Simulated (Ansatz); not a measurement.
## BaTiO$_{3}$, a database entry at a rescaled volume

```yaml
crystal:
  lattice:
    - [-4.02844, -2.86977, 2.87993]
    - [-4.02844, 2.86977, -2.87993]
    - [0.00000, 2.86977, 2.87993]
  atoms:
    - { symbol: Ba, position: [0.00000, 0.00000, 0.00000] }
    - { symbol: Ba, position: [0.50000, 0.50000, 0.00000] }
    - { symbol: Ti, position: [0.00850, 0.49150, 0.51700] }
    - { symbol: Ti, position: [0.50850, 0.99150, 0.51700] }
    - { symbol: O, position: [0.24450, 0.75550, 0.48900] }
    - { symbol: O, position: [0.74450, 0.25550, 0.48900] }
    - { symbol: O, position: [0.24616, 0.25383, 0.50453] }
    - { symbol: O, position: [0.74616, 0.75384, 0.50453] }
    - { symbol: O, position: [0.00227, 0.49773, 0.99233] }
    - { symbol: O, position: [0.50226, 0.99774, 0.99233] }
```

Method: r2SCAN, with U_eff = 1.79 eV on Ti d (atomic projectors), no spin polarisation; PAW, plane waves to 500 eV, 5×5×6 Γ-centred mesh, fermi-dirac occupations (width 0.1049 eV) (Ansatz 0.2.0), atoms fixed.

Forces: The largest is on O9 (and as large on other atoms): 0.41 eV/Å, components (0.00, -0.20, -0.36). It makes 18° with the line to a nearest neighbour, Ti3 at 1.93 Å, pointing towards it.
Stress: The pressure is -5.3 GPa (compression positive), so with the atoms held at these fractions the cell would first shrink.
Band edges: Within 0.7 eV of the edges, the states project mainly on O p (94 %) below the gap and on Ti d (90 %) above it.
Contacts: Ti–O at 1.93 Å: least valence density 0.76 e/Å³ and ELF 0.23 there. Ba–O at 2.82 Å: least valence density 0.17 e/Å³ and ELF 0.08 there, a closed-shell (ionic or weak) contact. Both are smooth PAW fields, read partly inside the augmentation spheres.
Electronic structure: The gap is 2.36 eV, indirect (the least direct gap found is 2.41 eV).

Origin: a database entry at a rescaled volume.
